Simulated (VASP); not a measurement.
Input of a VASP 6.6.1 run:

File POSCAR:

```
MgO
1.0
    2.9728305850      0.0000000000      0.0000000000
   -1.4864152925      2.5745468078      0.0000000000
    0.0000000000      0.0000000000     25.9228770376
O Mg
5 5
Direct
    0.3333333333      0.6666666667      0.2893197383
    0.0000000000      0.0000000000      0.3829554102
    0.6666666667      0.3333333333      0.4765910820
    0.3333333333      0.6666666667      0.5702267539
    0.0000000000      0.0000000000      0.6638624258
    0.6666666667      0.3333333333      0.3361375742
    0.3333333333      0.6666666667      0.4297732461
    0.0000000000      0.0000000000      0.5234089180
    0.6666666667      0.3333333333      0.6170445898
    0.3333333333      0.6666666667      0.7106802617
```

INCAR.step1

```
  ALGO = Normal
  DIPOL = 0.5 0.5 0.500
  EDIFF = 1E-4
  ENCUT = 520
  GGA = PE
  IDIPOL = 3
  ISMEAR = 0
  LASPH = True
  LCHARG = False
  LDIPOL = True
  LREAL = False
  LWAVE = True
  NBANDS = 31
  NELM = 100
  PREC = Accurate
  SIGMA = 0.05
```

The input INCAR.step2:

```
  ALGO = Normal
  DIPOL = 0.5 0.5 0.500
  EDIFF = 1E-6
  ENCUT = 520
  IDIPOL = 3
  ISIF = 2
  ISMEAR = 0
  ISTART = 1
  LASPH = True
  LCHARG = False
  LDIPOL = True
  LMIXTAU = True
  LREAL = False
  LWAVE = False
  METAGGA = R2SCAN
  NBANDS = 31
  NELM = 100
  PREC = Accurate
  SIGMA = 0.05
```

KPOINTS

```
k-points
0
Gamma
  9 9 1
```

Potentials or basis: VASP PAW PBE potentials, release 64 (O, Mg).

Command:

```console
$ cat potpaw_PBE.64/O/POTCAR potpaw_PBE.64/Mg/POTCAR > POTCAR
$ cp INCAR.step1 INCAR
$ mpirun -np 1 vasp_std > vasp.out
$ cp INCAR.step2 INCAR
$ mpirun -np 1 vasp_std > vasp.out
```

Q: What does it give for the largest force?

A: 1.428 eV/Å.

Q: Estimate the band gap on the k mesh.

A: None (metal or under the smearing width).

Forces in eV/Å, atoms in the order of the input:
```
O    0.000  0.000  0.930
O    0.000  0.000  1.005
O    0.000  0.000  0.929
O    0.000  0.000  0.920
O    0.000  0.000  0.388
Mg   0.000  0.000 -1.428
Mg   0.000  0.000 -0.926
Mg   0.000  0.000 -0.921
Mg   0.000  0.000 -0.965
Mg   0.000  0.000  0.068
```

Caveat: the PAW data sets were made with another functional, which shifts forces and pressure a little.
